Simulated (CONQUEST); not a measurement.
# AlN (F-43m) in CONQUEST: band structure with LDA

Aim: the band structure of AlN with LDA.

Everything below comes from runs of CONQUEST 1.3. Logs are shortened: lines on timing, memory, paths and dates and some standing lists are left out, and cuts for length are marked.

## Step 1: The undisturbed crystal

It takes space group F-43m (No. 216, cubic). The conventional cell has a = 4.368 Å, b = 4.368 Å, c = 4.368 Å, α = 90.00°, β = 90.00°, γ = 90.00°. Around Al (site symmetry -43m) lie 4 N at 1.89 Å. Around N (site symmetry -43m) lie 4 Al at 1.89 Å.

Measurements of this composition are mostly on another form, of space group No. 186.

## Step 2: Band structure, LDA (atoms moved at random, drawn with an rms of 0.02 Å)

The input, Conquest_input:

```
IO.Title AlN
IO.Coordinates coords.dat
IO.FractionalAtomicCoords F
IO.Iprint 2
IO.Iprint_init 1
General.NumberOfSpecies 2
General.PseudopotentialType hamann
AtomMove.TypeOfRun static
AtomMove.FullStress T
Grid.GridCutoff 150
DM.SolutionMethod diagon
Diag.MPMesh F
Diag.kT 0.00183747
minE.SCTolerance 1e-6
SC.MaxIters 100
SC.LinearMixingFactor 0.2
minE.SelfConsistent F
General.LoadRho T
Diag.KspaceLines T
Diag.NumKptLines 9
Diag.NumKpts 8
IO.writeDOS T
%block ChemicalSpeciesLabel
1 26.980 Al
2 14.010 N
%endblock
%block Diag.KpointLines
0.000000 0.000000 0.000000
0.000000 0.500000 0.000000
0.000000 0.500000 0.000000
0.500000 0.500000 0.000000
0.500000 0.500000 0.000000
0.000000 0.000000 0.000000
0.000000 0.000000 0.000000
0.000000 0.000000 0.500000
0.000000 0.000000 0.500000
0.000000 0.500000 0.500000
0.000000 0.500000 0.500000
0.500000 0.500000 0.500000
0.500000 0.500000 0.500000
0.000000 0.000000 0.500000
0.000000 0.500000 0.000000
0.000000 0.500000 0.500000
0.500000 0.500000 0.000000
0.500000 0.500000 0.500000
%endblock
```

The input, coords.dat:

```
    5.8366710591     0.0000000000     0.0000000000
    0.0000000000     5.8366710591     0.0000000000
    0.0000000000     0.0000000000     8.2542993708
4
  0.0274469457   0.0202678403   8.2486327943 1 T T T
  2.9457824752   2.9386033698   4.1214831089 1 T T T
  2.9128548954   0.0163660256   2.0913753230 2 T T T
  5.8311904250   2.9347015552   6.2185250084 2 T T T
```

The input, Conquest_input (of the self-consistent run):

```
IO.Title AlN
IO.Coordinates coords.dat
IO.FractionalAtomicCoords F
IO.Iprint 2
IO.Iprint_init 1
General.NumberOfSpecies 2
General.PseudopotentialType hamann
AtomMove.TypeOfRun static
AtomMove.FullStress T
Grid.GridCutoff 150
DM.SolutionMethod diagon
Diag.MPMesh T
Diag.GammaCentred T
Diag.MPMeshX 4
Diag.MPMeshY 4
Diag.MPMeshZ 3
Diag.kT 0.00183747
minE.SCTolerance 1e-6
SC.MaxIters 100
IO.AtomChargeOutput T
SC.LinearMixingFactor 0.2
IO.DumpChargeDensity T
IO.DumpTotPot T
%block ChemicalSpeciesLabel
1 26.980 Al
2 14.010 N
%endblock
```

Potentials or basis: PseudoDojo NC LDA, DZP, grid cutoff 150 Ha.

Started as:

```
> Conquest   # self-consistent run
> Conquest   # the run along the path, in the same folder
```

Output:

```text
Simulation cell dimensions:     5.8367 a0 x     5.8367 a0 x     8.2543 a0

      Atomic coordinates (a0)
         Atom         X         Y         Z  Species
            1    0.0274    0.0203    8.2486        1
            2    2.9458    2.9386    4.1215        1
            3    2.9129    0.0164    2.0914        2
            4    5.8312    2.9347    6.2185        2
    Using
        This calculation includes non-local pseudopotentials,
         with a maximum core radius of      8.23709393

    Job title: AlN
    Job to be run: static calculation

    Ground state search:
      Support functions represented with PAO basis
      1:1 PAO to SF mapping
      Non-spin-polarised electrons
      Solving for the K matrix using diagonalisation
      Using Fermi-Dirac smearing

    Integration grid size:     36 x   36 x   48

    Integration grid spacing:  0.162 a0 x 0.162 a0 x 0.172 a0

    Number of species:  2
    --------------------------------------------------------
    |   #  mass (au)  Charge (e)  SF Rad (a0)  NSF  Label  |
    --------------------------------------------------------
    |   1     26.980       3.000        8.426   13  Al     |
    |   2     14.010       5.000        5.675   13  N      |
    --------------------------------------------------------

    LibXC version:  6. 2. 2
    Using the LDA functional Slater exchange
    Using the LDA functional Perdew & Wang

           radial cut-off to be used is taken to be max PAO cut-off radius for this species:    8.237094

           greatest ang. mom. for making density from PAOs:  2

           radial cut-off to be used is taken to be max PAO cut-off radius for this species:    5.483972

           greatest ang. mom. for making density from PAOs:  2
    Minimum blocs/proc is      972. Maximum blocs/proc is      972
    set_atom_dens: In set_atomic_density, electrons :      16.000000000000
 matrix_size & matrix_size_padH =           52          52

    Screened ion int: energy:     -16.802606545135 Ha

          Harris-Foulkes Energy            :       -25.630940098616485 Ha
          (TS=0 as O(N) or entropic contribution is negligible)
          DFT Total Energy                 :       -25.557400925840405 Ha
          Total number of electrons        :        16.000008859294439
      | Number of electrons      =        16.000009
      |* band energy as 2Tr[K.H] =        -8.321153625491339 Ha
      |  screened ion-ion energy =       -16.802606545135127 Ha
      |  Ha correction           =        -1.229650859345877 Ha
      |  XC correction           =         0.722470931355858 Ha
      |* Harris-Foulkes energy   =       -25.630940098616485 Ha
      |* DFT total energy        =       -25.557400925840405 Ha
      |  estimated accuracy      =        -0.073539172776080 Ha
    get_E_and_F: Change in energy during last step of electronic optimisation:  0.00000E+00

    BIBLIOGRAPHY: Please consider citing the following references in the conquest.bib file

    CONQUEST:         Bowler2002pt, Miyazaki2004, Nakata2020
    Basis:            Bowler2019
    DM:               Bowler:2006xr
    Pseudopotentials: Hamann2013, Bowler2019
    XC references from LibXC:
      P. A. M. Dirac.,  Math. Proc. Cambridge Philos. Soc. 26, 376 (1930)
```

Wall time 5.4 s (1 thread of AMD EPYC 9R45 (Zen 5), shared host); peak memory 0.44 GiB.

These settings aren't checked as converged (typed here: SC.LinearMixingFactor = 0.2): the numbers below hold their error.

What came out:

- Band gap along the path: 3.13 eV

Caveat: the k mesh is coarse (spacing up to 0.51 Å⁻¹), so the values aren't converged; the box holds several primitive cells, so bands are folded and the points are those of the box's own zone; the basis of atomic orbitals isn't converged, which shifts pressures, moduli and gaps.
